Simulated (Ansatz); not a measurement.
# BN: random displacements

The task, for BN: compute energies and forces of randomly disturbed cells.

Computed with Ansatz 0.2.0 (DFT r2SCAN, scalar-relativistic, plane waves, PAW, unless a step's input says otherwise).

## 1. The system as given

It takes space group F-43m (No. 216, cubic). Conventional cell: a = 3.626 Å, b = 3.626 Å, c = 3.626 Å, α = 90.00°, β = 90.00°, γ = 90.00°. B (site symmetry -43m) has 4 N at 1.57 Å in its first shell of neighbours. Around N (site symmetry -43m) lie 4 B at 1.57 Å.

As a file:

```cif
data_structure
_symmetry_space_group_name_H-M 'P 1'
_symmetry_Int_Tables_number 1
_cell_length_a 3.6260
_cell_length_b 3.6260
_cell_length_c 3.6260
_cell_angle_alpha 90.000
_cell_angle_beta 90.000
_cell_angle_gamma 90.000
_cell_volume 47.67
loop_
_atom_site_label
_atom_site_type_symbol
_atom_site_fract_x
_atom_site_fract_y
_atom_site_fract_z
_atom_site_occupancy
B1 B 0.00000 0.50000 0.50000 1
B2 B 0.50000 0.00000 0.50000 1
B3 B 0.50000 0.50000 0.00000 1
B4 B 0.00000 0.00000 0.00000 1
N1 N 0.75000 0.75000 0.75000 1
N2 N 0.25000 0.25000 0.75000 1
N3 N 0.25000 0.75000 0.25000 1
N4 N 0.75000 0.25000 0.25000 1
```

It goes back to an entry of the Materials Project.

No relaxation comes first: the listed cell is the starting point.

## 2. Zero of energy

The cell is repeated 4 times, 8 atoms in all. Reference values: F = -2176.0161 eV; pressure -5.16 GPa; largest force 0.000 eV/Å; gap on the mesh 4.99 eV. It was computed beforehand with the settings of the runs below.

## 3. Setting up random displacements

All atoms are moved at random with no net shift, in some cells together with a random strain.

## 4. Point rms move = 0.206 Å

File input.yaml:

```yaml
crystal:
  lattice:
    - [3.626002, 0.0, 0.0]
    - [0.0, -3.626002, 0.0]
    - [0.0, 0.0, -3.626002]
  atoms:
    - { symbol: B, position: [-0.0081154987, 0.5454055558, 0.512897878] }
    - { symbol: B, position: [0.5138423963, 0.0280401641, 0.4785158912] }
    - { symbol: B, position: [0.4750428989, 0.483834602, -0.0350813935] }
    - { symbol: B, position: [0.0165943279, -0.045763673, 0.0266784159] }
    - { symbol: "N", position: [0.7234394697, 0.7633772658, 0.7495691592] }
    - { symbol: "N", position: [0.2492045044, 0.2644922454, 0.7767569243] }
    - { symbol: "N", position: [0.3293938291, 0.777101679, 0.2700068174] }
    - { symbol: "N", position: [0.7005980725, 0.183512161, 0.2206563077] }
basis:
  ecutwfc: 500
kpoints:
  mp_grid: { grid: [6, 6, 6] }
hamiltonian:
  xc: r2scan
scf:
  occupations: { method: gaussian, width: 0.05 }
output:
  forces: true
  stress: true
  eigenvalues: true
```

Started as:

```bash
$ ansatz run input.yaml --threads 2 --pin off --max-ram 5120MiB --backend cpu --events-out ev --progress --plain --runs-dir out
```

## 5. rms move = 0.092 Å

File input.yaml:

```yaml
crystal:
  lattice:
    - [3.4705111726, -0.0779834985, -0.1262473036]
    - [0.0779834985, -3.8797348133, 0.088412792]
    - [0.1262473036, 0.088412792, -3.5814272794]
  atoms:
    - { symbol: B, position: [0.0113412287, 0.4938968564, 0.4918161557] }
    - { symbol: B, position: [0.4777883911, -0.0080797674, 0.5176498414] }
    - { symbol: B, position: [0.4939990385, 0.4782122604, -0.0177885533] }
    - { symbol: B, position: [0.0227046735, -0.0076777093, -0.0072851685] }
    - { symbol: "N", position: [0.7481702863, 0.7674820189, 0.7576215021] }
    - { symbol: "N", position: [0.249576381, 0.2701105859, 0.7590812391] }
    - { symbol: "N", position: [0.2717146095, 0.7569889694, 0.2669355262] }
    - { symbol: "N", position: [0.7247053914, 0.2490667857, 0.2319694572] }
basis:
  ecutwfc: 500
kpoints:
  mp_grid: { grid: [6, 6, 6] }
hamiltonian:
  xc: r2scan
scf:
  occupations: { method: gaussian, width: 0.05 }
output:
  forces: true
  stress: true
  eigenvalues: true
```

## 6. Point rms move = 0.371 Å

File input.yaml:

```yaml
crystal:
  lattice:
    - [3.7049725812, 0.0696357857, -0.0928185166]
    - [-0.0696357857, -3.4308765863, 0.0109387871]
    - [0.0928185166, 0.0109387871, -4.0433563219]
  atoms:
    - { symbol: B, position: [-0.0151982337, 0.5809979855, 0.5618069974] }
    - { symbol: B, position: [0.4846357883, -0.0359596664, 0.468407263] }
    - { symbol: B, position: [0.5928753717, 0.5643412589, 0.0824886666] }
    - { symbol: B, position: [0.0723709231, 0.0130878807, -0.0555671111] }
    - { symbol: "N", position: [0.7058666187, 0.788799065, 0.6878133909] }
    - { symbol: "N", position: [0.2619563072, 0.2705083741, 0.8188909885] }
    - { symbol: "N", position: [0.2144509457, 0.61046128, 0.238111813] }
    - { symbol: "N", position: [0.6830422789, 0.2077638223, 0.1980479918] }
basis:
  ecutwfc: 500
kpoints:
  mp_grid: { grid: [6, 6, 6] }
hamiltonian:
  xc: r2scan
scf:
  occupations: { method: gaussian, width: 0.05 }
output:
  forces: true
  stress: true
  eigenvalues: true
```

## 7. Point rms move = 0.272 Å

File input.yaml:

```yaml
crystal:
  lattice:
    - [3.4547689154, -0.1458296365, -0.1606110697]
    - [0.1458296365, -3.6044691022, 0.0323465341]
    - [0.1606110697, 0.0323465341, -3.7974804622]
  atoms:
    - { symbol: B, position: [-0.0493703683, 0.4899971207, 0.406764154] }
    - { symbol: B, position: [0.4503846307, 0.0125356457, 0.5714976998] }
    - { symbol: B, position: [0.5740931334, 0.4967948439, -0.0097690173] }
    - { symbol: B, position: [0.0055484177, 0.0299515772, 0.0268061045] }
    - { symbol: "N", position: [0.6969094048, 0.7104460481, 0.7845673347] }
    - { symbol: "N", position: [0.3144750892, 0.2448393725, 0.6925944485] }
    - { symbol: "N", position: [0.2811660016, 0.7980335058, 0.2802504781] }
    - { symbol: "N", position: [0.726793691, 0.2174018861, 0.2472887977] }
basis:
  ecutwfc: 500
kpoints:
  mp_grid: { grid: [6, 6, 6] }
hamiltonian:
  xc: r2scan
scf:
  occupations: { method: gaussian, width: 0.05 }
output:
  forces: true
  stress: true
  eigenvalues: true
  write_density: true
  write_potential: true
  elf: true
  volumetric_format: npy
```

## 8. At rms move = 0.165 Å

File input.yaml:

```yaml
crystal:
  lattice:
    - [3.626002, 0.0, 0.0]
    - [0.0, -3.626002, 0.0]
    - [0.0, 0.0, -3.626002]
  atoms:
    - { symbol: B, position: [-0.0632077283, 0.4908557159, 0.4898212142] }
    - { symbol: B, position: [0.4615799166, -0.0120835694, 0.4942995031] }
    - { symbol: B, position: [0.5107456558, 0.5519219174, 0.0069205] }
    - { symbol: B, position: [0.009666873, 0.0147362415, 0.0246970802] }
    - { symbol: "N", position: [0.7709553699, 0.7238886531, 0.7558638036] }
    - { symbol: "N", position: [0.27284202, 0.2901728716, 0.744420844] }
    - { symbol: "N", position: [0.2745299392, 0.7022028448, 0.2303604734] }
    - { symbol: "N", position: [0.7628879539, 0.2383053251, 0.2536165814] }
basis:
  ecutwfc: 500
kpoints:
  mp_grid: { grid: [6, 6, 6] }
hamiltonian:
  xc: r2scan
scf:
  occupations: { method: gaussian, width: 0.05 }
output:
  forces: true
  stress: true
  eigenvalues: true
```

(Steps that only read results are left out.)

Before running it: what results should come out?

The runs gave:

| quantity | value |
| --- | --- |
| costliest cell | 2183.3 meV/atom at an rms move of 0.272 Å |

In words: The cost runs from 326.1 to 2183.3 meV/atom. Energy over the square of the rms move lies between 13.4 and 38.3 eV/Å² per atom; a harmonic solid under isotropic random moves would keep it roughly constant, while strain and close contacts change it. The gap on the mesh stays between 0.40 and 4.99 eV. Where forces pass 15 eV/Å atoms stand far too close, the PAW spheres overlap strongly and those numbers are rough.
